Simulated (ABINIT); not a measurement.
# LiF (Griceite) (Fm-3m) in ABINIT: notebook, part 2 of 2

ABINIT 10.8.3 (patched build).

### 3 Band structure, LDA

Input file run.abi:

```
ndtset 2

pp_dirpath "./"
pseudos "F.LDA_PW-JTH.xml, Li.LDA_PW-JTH.xml"

acell 3*1.0
rprim
     0.0000000000     3.8059084150     3.8059084150
     3.8059084150     0.0000000000     3.8059084150
     3.8059084150     3.8059084150     0.0000000000
ntypat 2
znucl 9 3
natom 2
typat 1 2
xcart
     3.8059084150     3.8059084150     3.8059084150
     0.0000000000     0.0000000000     0.0000000000

ecut 23.0
pawecutdg 45.0

ixc 7

occopt 3
tsmear 0.05 eV

nstep 100

iomode 3
prtwf 0
prteig 0
prtebands 0
enunit 1
prtden1 1
prtvha1 1
prtvclmb1 1
prtpot1 1

kptopt1 1
ngkpt1 11 11 11
nshiftk1 1
shiftk1 0.0 0.0 0.0
nband1 9
tolvrs1 1.0e-9

iscf2 -2
getden2 1
nband2 15
nbdbuf2 4
tolwfr2 1.0e-11
kptopt2 -9
ndivsm2 5
prteig2 1
prtvol2 -3
kptbounds2
     0.0000000000     0.0000000000     0.0000000000
     0.5000000000     0.0000000000     0.5000000000
     0.5000000000     0.2500000000     0.7500000000
     0.3750000000     0.3750000000     0.7500000000
     0.0000000000     0.0000000000     0.0000000000
     0.5000000000     0.5000000000     0.5000000000
     0.6250000000     0.2500000000     0.6250000000
     0.5000000000     0.2500000000     0.7500000000
     0.5000000000     0.5000000000     0.5000000000
     0.3750000000     0.3750000000     0.7500000000
```

Potentials or basis: JTH PAW LDA v2.0.

Launch:

```sh
$ mpirun --bind-to none -np 4 abinit run.abi > log 2>&1
```

run.abo:

```text
.Version 10.8.3 of ABINIT
 DATASET    1 : space group Fm -3 m (#225); Bravais cF (face-center cubic)
================================================================================
 Values of the parameters that define the memory need for DATASET  1.
     intxc =       0    ionmov =       0      iscf =      17    lmnmax =       9
     lnmax =       5     mgfft =      24  mpssoang =       2    mqgrid =    3001
     natom =       2  nloc_mem =       2    nspden =       1   nspinor =       1
    nsppol =       1      nsym =      48    n1xccc =       1    ntypat =       2
    occopt =       3   xclevel =       1
       mpw =         595          nfft =       13824          nkpt =          56
Pmy_natom=         1
 PAW method is used; the additional fine FFT grid is defined by:
   mgfftf=        36    nfftf =     46656
================================================================================
================================================================================

 DATASET    2 : space group Fm -3 m (#225); Bravais cF (face-center cubic)
================================================================================
 Values of the parameters that define the memory need for DATASET  2.
     intxc =       0    ionmov =       0      iscf =      -2    lmnmax =       9
     lnmax =       5     mgfft =      24  mpssoang =       2    mqgrid =    3001
     natom =       2  nloc_mem =       2    nspden =       1   nspinor =       1
    nsppol =       1      nsym =      48    n1xccc =       1    ntypat =       2
    occopt =       3   xclevel =       1
       mpw =         604          nfft =       13824          nkpt =          87
Pmy_natom=         1
 PAW method is used; the additional fine FFT grid is defined by:
   mgfftf=        36    nfftf =     46656
================================================================================
================================================================================

--------------------------------------------------------------------------------
------------- Echo of variables that govern the present computation ------------
--------------------------------------------------------------------------------
 -outvars: echo values of preprocessed input variables --------
            acell      1.0000000000E+00  1.0000000000E+00  1.0000000000E+00 Bohr
              amu      1.89984032E+01  6.94100000E+00
             ecut      2.30000000E+01 Hartree
           enunit           1
           getden1          0
           getden2          1
             iscf1         17
             iscf2         -2
              ixc           7
           jdtset        1    2
           kptopt1          1
           kptopt2         -9
         kptrlatt       11    0    0      0   11    0      0    0   11
          kptrlen1     5.92060403E+01
          kptrlen2     3.00000000E+01
            natom           2
            nband1          9
            nband2         15
           nbdbuf1          0
           nbdbuf2          4
           ndtset           2
           ndivsm1          0
           ndivsm2          5
            ngfft          24      24      24
          ngfftdg          36      36      36
             nkpt1         56
             nkpt2         87
            nstep         100
             nsym          48
           ntypat           2
           occopt           3
        pawecutdg      4.50000000E+01 Hartree
        prtebands           0
           prteig1          0
[... 795 lines left out ...]
  4.5421E-01  5.8660E-01  6.1752E-01  7.8917E-01  1.1266E+00  1.1500E+00
  1.1985E+00  1.2921E+00  1.4710E+00
 Non-SCF case, kpt   87 (  0.37500  0.37500  0.75000), residuals and eigenvalues=
  6.44E-12  1.35E-12  3.12E-13  6.51E-12  8.02E-12  6.65E-13  2.70E-12  2.80E-12
  6.69E-12  6.69E-12  3.73E-12  2.67E-11  2.73E-10  3.20E-09  6.59E-04
 -1.5414E+00 -7.7939E-01 -1.7951E-01 -1.4337E-01 -1.1208E-01  4.3343E-01
  4.4898E-01  5.8025E-01  6.2095E-01  7.6601E-01  1.1540E+00  1.1783E+00
  1.1826E+00  1.2941E+00  1.5018E+00

--- !ResultsGS
iteration_state: {dtset: 2, }
comment   : Summary of ground state results
lattice_vectors:
- [  0.0000000,   3.8059084,   3.8059084, ]
- [  3.8059084,   0.0000000,   3.8059084, ]
- [  3.8059084,   3.8059084,   0.0000000, ]
lattice_lengths: [   5.38237,    5.38237,    5.38237, ]
lattice_angles: [ 60.000,  60.000,  60.000, ] # degrees, (23, 13, 12)
lattice_volume:   1.1025670E+02
convergence: {deltae:  0.000E+00, res2:  0.000E+00, residm:  9.998E-12, diffor:  0.000E+00, }
etotal    :  -3.19173578E+01
entropy   :   0.00000000E+00
fermie    :   7.25252996E-02
cartesian_stress_tensor: null
pressure_GPa: null
xred      :
- [  5.0000E-01,   5.0000E-01,   5.0000E-01,  F]
- [  0.0000E+00,   0.0000E+00,   0.0000E+00, Li]
cartesian_forces: null
force_length_stats: {min: null, max: null, mean: null, }
...

 Integrated electronic density in atomic spheres:
 ------------------------------------------------
 Atom  Sphere_radius  Integrated_density
    1        1.40289          5.67394415
    2        1.60265          2.08448159

================================================================================

 ----iterations are completed or convergence reached----

 Mean square residual over all n,k,spin=   34.438E-13; max=  99.978E-13
 reduced coordinates (array xred) for    2 atoms
       0.500000000000      0.500000000000      0.500000000000
       0.000000000000      0.000000000000      0.000000000000

 cartesian coordinates (angstrom) at end:
    1      2.01399999863564     2.01399999863564     2.01399999863564
    2      0.00000000000000     0.00000000000000     0.00000000000000
 length scales=  1.000000000000  1.000000000000  1.000000000000 bohr
              =  0.529177210544  0.529177210544  0.529177210544 angstroms
 Eigenvalues (   eV  ) for nkpt=  87  k points:
 kpt#   1, nband= 15, wtk=  1.00000, kpt=  0.0000  0.0000  0.0000 (reduced coord)
 -42.02744  -21.89039   -2.29542   -2.29542   -2.29542    6.51389   21.15486   21.15486
  21.15486   21.74589   21.74589   21.74589   24.56836   29.06440   29.06440
 kpt#   2, nband= 15, wtk=  1.00000, kpt=  0.0357  0.0000  0.0357 (reduced coord)
 -42.02680  -21.88353   -2.32999   -2.30890   -2.30890    6.56646   20.57319   20.57319
  20.94551   21.26948   22.44411   22.44411   25.13909   29.10982   29.31955
 kpt#   3, nband= 15, wtk=  1.00000, kpt=  0.0714  0.0000  0.0714 (reduced coord)
 -42.02329  -21.86294   -2.43241   -2.34836   -2.34836    6.72336   19.88228   19.88228
  20.34595   20.40383   23.48327   23.48327   26.34561   29.24597   29.97921
 kpt#   4, nband= 15, wtk=  1.00000, kpt=  0.1071  0.0000  0.1071 (reduced coord)
 -42.01789  -21.82896   -2.59966   -2.41177   -2.41177    6.97985   19.28724   19.28724
  19.36759   19.69373   24.65344   24.65344   27.79560   29.47251   30.81875
 kpt#   5, nband= 15, wtk=  1.00000, kpt=  0.1429  0.0000  0.1429 (reduced coord)
 -42.01087  -21.78199   -2.82626   -2.49563   -2.49563    7.32844   18.43269   18.79405
  18.79405   18.94331   25.94067   25.94067   29.39074   29.78883   31.61095
 kpt#   6, nband= 15, wtk=  1.00000, kpt=  0.1786  0.0000  0.1786 (reduced coord)
 -42.00241  -21.72291   -3.10371   -2.59541   -2.59541    7.75909   17.56973   18.22622
[... 230 lines left out ...]
 -41.95020  -21.32956   -4.71130   -3.50080   -2.75678    9.70871   13.08080   16.31994
  16.48396   23.94705   28.82026   29.43326   34.04928   34.94972   36.27290
 kpt#  84, nband= 15, wtk=  1.00000, kpt=  0.4167  0.4167  0.6667 (reduced coord)
 -41.94760  -21.29126   -4.67693   -3.75135   -2.83688   10.26453   12.81683   16.24816
  16.59568   23.02928   29.32320   29.94376   33.69901   35.05318   37.44488
 kpt#  85, nband= 15, wtk=  1.00000, kpt=  0.4028  0.4028  0.6944 (reduced coord)
 -41.94525  -21.25582   -4.68970   -3.91633   -2.91573   10.82568   12.57396   16.12373
  16.70323   22.20236   29.94156   30.57028   33.16412   35.12026   38.75425
 kpt#  86, nband= 15, wtk=  1.00000, kpt=  0.3889  0.3889  0.7222 (reduced coord)
 -41.94351  -21.22702   -4.77149   -3.95763   -2.98820   11.35942   12.35965   15.96221
  16.80366   21.47448   30.65727   31.29402   32.61263   35.16034   40.02852
 kpt#  87, nband= 15, wtk=  1.00000, kpt=  0.3750  0.3750  0.7500 (reduced coord)
 -41.94259  -21.20826   -4.88483   -3.90135   -3.04975   11.79412   12.21730   15.78951
  16.89696   20.84408   31.40200   32.06241   32.18123   35.21379   40.86592

== END DATASET(S) ==============================================================
================================================================================

 -outvars: echo values of variables after computation  --------
            acell      1.0000000000E+00  1.0000000000E+00  1.0000000000E+00 Bohr
           etotal1    -3.1917357841E+01
            fcart1    -0.0000000000E+00 -0.0000000000E+00 -0.0000000000E+00
                      -0.0000000000E+00 -0.0000000000E+00 -0.0000000000E+00
            rprim      0.0000000000E+00  3.8059084150E+00  3.8059084150E+00
                       3.8059084150E+00  0.0000000000E+00  3.8059084150E+00
                       3.8059084150E+00  3.8059084150E+00  0.0000000000E+00
           strten1     2.2120504224E-04  2.2120504224E-04  2.2120504224E-04
                       0.0000000000E+00  0.0000000000E+00  0.0000000000E+00
           xangst      2.0139999986E+00  2.0139999986E+00  2.0139999986E+00
                       0.0000000000E+00  0.0000000000E+00  0.0000000000E+00
             xred      5.0000000000E-01  5.0000000000E-01  5.0000000000E-01
                       0.0000000000E+00  0.0000000000E+00  0.0000000000E+00
 Calculation completed.
```

It took 4.5 s on 4 MPI ranks of Arm Neoverse V2, shared host; peak memory 0.44 GiB.

Results:

```
Free energy                                           : -868.5156 eV
Pressure                                              : -6.5 GPa
Band gap on the k mesh                                : 8.81 eV, direct
Band gap along the path                               : 8.81 eV, direct
Valence electrons inside the program's atomic spheres : F 5.67; Li 2.08
```

Levels at the corners of the path, in eV from the valence-band top:
| point | band 1 | band 2 | band 3 | band 4 | band 5 | band 6 | band 7 | band 8 | band 9 | band 10 |
| --- | --- | --- | --- | --- | --- | --- | --- | --- | --- | --- |
| Γ | -39.73 | -19.60 | 0.00 | 0.00 | 0.00 | 8.81 | 23.45 | 23.45 | 23.45 | 24.04 |
| X | -39.65 | -18.87 | -3.12 | -1.03 | -1.03 | 14.42 | 16.11 | 17.13 | 19.76 | 19.76 |
| W | -39.65 | -18.90 | -2.15 | -2.15 | -0.81 | 14.66 | 14.66 | 17.00 | 18.91 | 27.07 |
| K | -39.65 | -18.92 | -2.59 | -1.61 | -0.76 | 14.09 | 14.51 | 18.08 | 19.19 | 23.14 |
| Γ | -39.73 | -19.60 | 0.00 | 0.00 | 0.00 | 8.81 | 23.45 | 23.45 | 23.45 | 24.04 |
| L | -39.67 | -19.16 | -2.58 | -0.23 | -0.23 | 10.37 | 16.40 | 18.42 | 18.42 | 30.16 |
| U | -39.65 | -18.92 | -2.59 | -1.61 | -0.76 | 14.09 | 14.51 | 18.08 | 19.19 | 23.14 |
| W | -39.65 | -18.90 | -2.15 | -2.15 | -0.81 | 14.66 | 14.66 | 17.00 | 18.91 | 27.07 |
| L | -39.67 | -19.16 | -2.58 | -0.23 | -0.23 | 10.37 | 16.40 | 18.42 | 18.42 | 30.16 |
| K | -39.65 | -18.92 | -2.59 | -1.61 | -0.76 | 14.09 | 14.51 | 18.08 | 19.19 | 23.14 |

Expect the measured gap to be larger: semilocal functionals such as LDA lack the derivative discontinuity.

### 4 Band structure, r2SCAN

Changes to run.abi since step 3:

```diff
@@ -3,3 +3,3 @@
 pp_dirpath "./"
-pseudos "F.LDA_PW-JTH.xml, Li.LDA_PW-JTH.xml"
+pseudos "F.GGA_PBE-JTH.xml, Li.GGA_PBE-JTH.xml"
 
@@ -18,6 +18,8 @@
 
-ecut 23.0
-pawecutdg 45.0
+ecut 28.0
+pawecutdg 50.0
 
-ixc 7
+ixc -497498
+usekden 1
+pawxcdev 0
 
@@ -34,2 +36,3 @@
 prtden1 1
+prtkden1 1
 prtvha1 1
@@ -43,3 +46,3 @@
 nband1 9
-tolvrs1 1.0e-9
+tolvrs1 1.0e-7
 
@@ -47,2 +50,3 @@
 getden2 1
+getkden2 1
 nband2 15
```

Potentials or basis: JTH PAW PBE v2.0.

Launch:

```sh
$ mpirun --bind-to none -np 4 abinit run.abi > log 2>&1
```

run.abo:

```text
.Version 10.8.3 of ABINIT
 DATASET    1 : space group Fm -3 m (#225); Bravais cF (face-center cubic)
================================================================================
 Values of the parameters that define the memory need for DATASET  1.
     intxc =       0    ionmov =       0      iscf =      17    lmnmax =       9
     lnmax =       5     mgfft =      27  mpssoang =       2    mqgrid =    3001
     natom =       2  nloc_mem =       2    nspden =       1   nspinor =       1
    nsppol =       1      nsym =      48    n1xccc =       1    ntypat =       2
    occopt =       3   xclevel =       2
       mpw =         793          nfft =       19683          nkpt =          56
Pmy_natom=         1
 PAW method is used; the additional fine FFT grid is defined by:
   mgfftf=        36    nfftf =     46656
================================================================================
================================================================================

 DATASET    2 : space group Fm -3 m (#225); Bravais cF (face-center cubic)
[... 1162 lines left out ...]
 kpt#  87, nband= 15, wtk=  1.00000, kpt=  0.3750  0.3750  0.7500 (reduced coord)
 -44.29918  -22.93314   -4.94035   -4.02108   -3.19944   13.19612   13.65876   17.30315
  18.67396   22.46266   33.28247   33.83078   33.90688   37.18326   43.04253

== END DATASET(S) ==============================================================
================================================================================

 -outvars: echo values of variables after computation  --------
            acell      1.0000000000E+00  1.0000000000E+00  1.0000000000E+00 Bohr
           etotal1    -3.1784002467E+01
            fcart1    -0.0000000000E+00 -0.0000000000E+00 -0.0000000000E+00
                      -0.0000000000E+00 -0.0000000000E+00 -0.0000000000E+00
            rprim      0.0000000000E+00  3.8059084150E+00  3.8059084150E+00
                       3.8059084150E+00  0.0000000000E+00  3.8059084150E+00
                       3.8059084150E+00  3.8059084150E+00  0.0000000000E+00
           strten1     9.6668642680E-05  9.6668642680E-05  9.6668642680E-05
                       0.0000000000E+00  0.0000000000E+00  0.0000000000E+00
           xangst      2.0139999986E+00  2.0139999986E+00  2.0139999986E+00
                       0.0000000000E+00  0.0000000000E+00  0.0000000000E+00
             xred      5.0000000000E-01  5.0000000000E-01  5.0000000000E-01
                       0.0000000000E+00  0.0000000000E+00  0.0000000000E+00
 Calculation completed.
```

Run time: 23 s. Hardware: 4 MPI ranks of Arm Neoverse V2, shared host; peak memory 0.44 GiB.

What came out:

```yaml
Free_energy: -864.8868 eV
Pressure: -2.8 GPa
Band_gap_on_the_k_mesh: 10.05 eV, direct
Band_gap_along_the_path: 10.05 eV, direct
Valence_electrons_inside_the_program's_atomic_spheres: F 5.73; Li 2.08
```

Levels at the corners of the path, in eV from the valence-band top:
| point | band 1 | band 2 | band 3 | band 4 | band 5 | band 6 | band 7 | band 8 | band 9 | band 10 |
| --- | --- | --- | --- | --- | --- | --- | --- | --- | --- | --- |
| Γ | -41.91 | -21.11 | 0.00 | 0.00 | 0.00 | 10.05 | 25.61 | 25.61 | 25.61 | 25.73 |
| X | -41.84 | -20.43 | -2.98 | -1.00 | -1.00 | 16.03 | 17.59 | 18.74 | 21.74 | 21.74 |
| W | -41.84 | -20.46 | -2.06 | -2.06 | -0.81 | 16.26 | 16.26 | 18.78 | 20.65 | 28.98 |
| K | -41.84 | -20.47 | -2.48 | -1.56 | -0.74 | 15.66 | 16.12 | 19.76 | 21.13 | 24.92 |
| Γ | -41.91 | -21.11 | 0.00 | 0.00 | 0.00 | 10.05 | 25.61 | 25.61 | 25.61 | 25.73 |
| L | -41.85 | -20.69 | -2.52 | -0.24 | -0.24 | 11.85 | 18.01 | 20.30 | 20.30 | 32.15 |
| U | -41.84 | -20.47 | -2.48 | -1.56 | -0.74 | 15.66 | 16.12 | 19.76 | 21.13 | 24.92 |
| W | -41.84 | -20.46 | -2.06 | -2.06 | -0.81 | 16.26 | 16.26 | 18.78 | 20.65 | 28.98 |
| L | -41.85 | -20.69 | -2.52 | -0.24 | -0.24 | 11.85 | 18.01 | 20.30 | 20.30 | 32.15 |
| K | -41.84 | -20.47 | -2.48 | -1.56 | -0.74 | 15.66 | 16.12 | 19.76 | 21.13 | 24.92 |

Caveat: totals of a meta-GGA on PAW files have another zero than those of a GGA; the PAW data sets were made with another functional, which shifts forces and pressure a little. r2SCAN opens gaps a little over a GGA but as a rule still falls short of measured ones.

### 5 Summary

| level | potentials or basis | cutoff (eV) | fine-grid cutoff | gap on the mesh (eV) | pressure (GPa) |
| --- | --- | --- | --- | --- | --- |
| PBEsol | PseudoDojo NC SR PBEsol v0.4.1 standard | 1143 | - | 8.94 | -1.4 |
| LDA | JTH PAW LDA v2.0 | 626 | 1224.51 eV | 8.81 | -6.5 |
| r2SCAN | JTH PAW PBE v2.0 | 762 | 1360.57 eV | 10.05 | -2.8 |

Alike in all rows: task band structure; no spin polarisation; cell as given; k mesh 11 × 11 × 11; smearing fermi-dirac 0.05 eV.

Caveats: totals of a meta-GGA on PAW files have another zero than those of a GGA (some runs); the PAW data sets were made with another functional, which shifts forces and pressure a little (some runs).

Absolute energies hang on the potentials; compare differences alone.
